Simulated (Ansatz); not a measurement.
# Te2Mo: how the settings move a single-point run

Question: which choices in the input matter for Te2Mo? The cell is built on a prototype (fluorite) and needn't be the phase found in nature.

Program: Ansatz 0.2.0. Level of theory: reference: DFT, PBEsol, plane waves, PAW. These are calculated values, not measurements.

6 further runs of the same task are left out: 1 for a known fault of the program, 5 that didn't finish.

## (1) The system as given

The structure is cubic, space group Fm-3m (No. 225). Conventional cell: a = 6.630 Å, b = 6.630 Å, c = 6.630 Å, α = 90.00°, β = 90.00°, γ = 90.00°. Mo (site symmetry m-3m) has 8 Te at 2.87 Å as nearest neighbours. Around Te (site symmetry -43m) lie 4 Mo at 2.87 Å.

As a file:

```
CELL_PARAMETERS angstrom
0.00000 3.31483 3.31483
3.31483 0.00000 3.31483
3.31483 3.31483 0.00000
ATOMIC_POSITIONS crystal
Mo 0.00000 0.00000 0.00000
Te 0.25000 0.25000 0.25000
Te 0.75000 0.75000 0.75000
```

## (2) Reference

input.yaml reads:

```yaml
crystal:
  lattice:
    - [0.0, 3.3148317929, 3.3148317929]
    - [3.3148317929, 0.0, 3.3148317929]
    - [3.3148317929, 3.3148317929, 0.0]
  atoms:
    - { symbol: Mo, position: [0.0, 0.0, 0.0] }
    - { symbol: Te, position: [0.25, 0.25, 0.25] }
    - { symbol: Te, position: [0.75, 0.75, 0.75] }
kpoints:
  mp_grid: { grid: [4, 4, 4] }
hamiltonian:
  xc: pbesol
scf:
  occupations: { method: fermi_dirac, width: 0.02 }
  n_extra_bands: 4
output:
  forces: true
  stress: true
  eigenvalues: true
```

The run is started by

```
> ansatz run input.yaml --threads 4 --pin off --max-ram 3686MiB --backend cpu --events-out ev --progress --plain --runs-dir out
```

## (3) Changing settings: occupations.method gaussian, occupations.width 0.001

input.yaml, as its differences from that of step 2:

```diff
@@ -14,3 +14,3 @@
 scf:
-  occupations: { method: fermi_dirac, width: 0.02 }
+  occupations: { method: gaussian, width: 0.001 }
   n_extra_bands: 4
```

## (4) A further run, with the input changed

input.yaml, as its differences from that of step 2:

```diff
@@ -14,3 +14,3 @@
 scf:
-  occupations: { method: fermi_dirac, width: 0.02 }
+  occupations: { method: fixed }
   n_extra_bands: 4
```

## (6) Changing settings: exchange pbe, correlation pbe, coeff 0.3, omega 0.1

input.yaml, as its differences from that of step 2:

```diff
@@ -12,3 +12,3 @@
 hamiltonian:
-  xc: pbesol
+  xc: { exchange: pbe, correlation: pbe, exx: { coeff: 0.3, omega: 0.1 } }
 scf:
```

## (7) Changing settings: exchange pbe, correlation pbe, coeff 0.3, omega 0.5

input.yaml, as its differences from that of step 2:

```diff
@@ -12,3 +12,3 @@
 hamiltonian:
-  xc: pbesol
+  xc: { exchange: pbe, correlation: pbe, exx: { coeff: 0.3, omega: 0.5 } }
 scf:
```

## (8) Changed: exchange pbe, correlation pbe, coeff 0.4, omega 0.3

input.yaml, as its differences from that of step 2:

```diff
@@ -12,3 +12,3 @@
 hamiltonian:
-  xc: pbesol
+  xc: { exchange: pbe, correlation: pbe, exx: { coeff: 0.4, omega: 0.3 } }
 scf:
```

(Steps that only read results are left out.)

**Question.** What will these runs give? Wanted: for each run, ending; energy change; pressure; gap; force.

**Answer**, as computed:

| run | ending | energy change | pressure (GPa) | gap (eV) | force (eV/Å) | cycles | time |
| --- | --- | --- | --- | --- | --- | --- | --- |
| reference | converged | 0 | -2.3 | 0.00 | 0.00 | 7 | 0.55 s |
| 1: occupations.method gaussian, occupations.width 0.001 | converged | +1.3 meV/atom (σ→0) | -2.3 | 0.00 | 0.00 | 26 | 1 s |
| 2: occupations.method fixed, width left out | converged | +73.3 meV/atom (σ→0) | -1.4 | 0.00 | 0.00 | 7 | 0.6 s |
| 3: exchange pbe, correlation pbe, coeff 0.3, omega 0.1 | converged | not comparable | -3.7 | 0.00 | 0.00 | 51 | 14 s |
| 4: exchange pbe, correlation pbe, coeff 0.3, omega 0.5 | converged | not comparable | -1.0 | 0.00 | 0.00 | 22 | 9.9 s |
| 5: exchange pbe, correlation pbe, coeff 0.4, omega 0.3 | converged | not comparable | -4.0 | 0.00 | 0.00 | 49 | 14 s |

Residual by cycle in the longest SCF loop of each run; runs are numbered as in the table. The quantity is the density residual dr2, in eV.

| cycle | reference | run 1 | run 2 | run 3 | run 4 | run 5 |
| --- | --- | --- | --- | --- | --- | --- |
| 1 | 0.025 | 0.0248 | 0.0517 | 3.7e-4 | 0.013 | 6.9e-4 |
| 3 | 5.2e-4 | 0.0147 | 0.0126 | 1.5e-4 | 0.033 | 4.2e-4 |
| 6 | 1.1e-6 | 0.00745 | 8.5e-8 | 3.3e-5 | 2.6e-7 | 3.8e-5 |
| 8 | - | 0.00436 | - | 1.5e-4 | 1.7e-10 | 9.2e-4 |
| 10 | - | 0.00234 | - | 2.9e-5 | - | 1.9e-5 |
| 12 | - | 0.00144 | - | 2.3e-6 | - | 1.1e-7 |
| 15 | - | 4.4e-4 | - | 4.9e-7 | - | - |
| 17 | - | 1.4e-4 | - | 6.8e-9 | - | - |
| 19 | - | 3.3e-5 | - | 1.9e-10 | - | - |
| 21 | - | 7.3e-6 | - | 1.4e-12 | - | - |
| 24 | - | 3.0e-7 | - | - | - | - |
| 26 | - | 9.0e-8 | - | - | - | - |

What this shows: Of the converged runs whose energies compare with the reference's, «occupations.method fixed, width left out» moves the energy most (+73.3 meV/atom) and «occupations.method gaussian, occupations.width 0.001» least (+1.3 meV/atom). Run 2 forced a fixed filling on bands that overlap, as the log warns, so it is not on the ground state. Of the variants the dearest is «exchange pbe, correlation pbe, coeff 0.4, omega 0.3» (14 s), the cheapest «occupations.method fixed, width left out» (0.6 s), on a shared host. The reference leaves spin out although Mo can carry a moment, so its state need not be the lowest.
